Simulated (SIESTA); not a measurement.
Runs of SIESTA 5.4.2 on In. The cell holds a slab with vacuum, 5 atoms: a = 3.335 Å, b = 3.335 Å, c = 26.018 Å, α = 90.00°, β = 90.00°, γ = 120.00°. The slab is cut from a database's or a generator's crystal, which needn't be the stable form of the element.

```tsv
potentials or basis	gap on the mesh (eV)	largest force (eV/Å)	work function (eV)
PseudoDojo 0.4 standard (PBE files), DZP (energy shift 0.003 Ry; two zetas on semicore shells)	none	0.18	3.84
SG15 1.2 (PBE files) or PseudoDojo by element, DZP (energy shift 0.003 Ry; two zetas on semicore shells)	none	0.20	(a)
PseudoDojo 0.4 stringent (PBE files), DZP (energy shift 0.003 Ry; two zetas on semicore shells)	none	0.37	4.01
PseudoDojo 0.5 standard (PBE files), DZP (energy shift 0.003 Ry; two zetas on semicore shells)	none	0.18	3.84
```

Alike in all rows: task single point; level PBE; no spin polarisation; cell as given; k mesh 9 × 9 × 1; smearing fermi-dirac 0.05 eV; grid cutoff 500 Ry; energy shift 0.003 Ry.

**Question.** Fill in the values left out.

**Answer.** (a) 3.79.

Caveats: the basis of atomic orbitals isn't converged, which shifts pressures, moduli and gaps; the valence orbitals were made in a potential fitted to the semicore shell under them, which widens gaps by tenths of an eV or more (some runs).

A k mesh can miss the band edges, and the runs leave out spin-orbit coupling on In.

A gap of «none» marks a metal or a gap under the smearing width.

The runs don't all hold the same shells in valence.
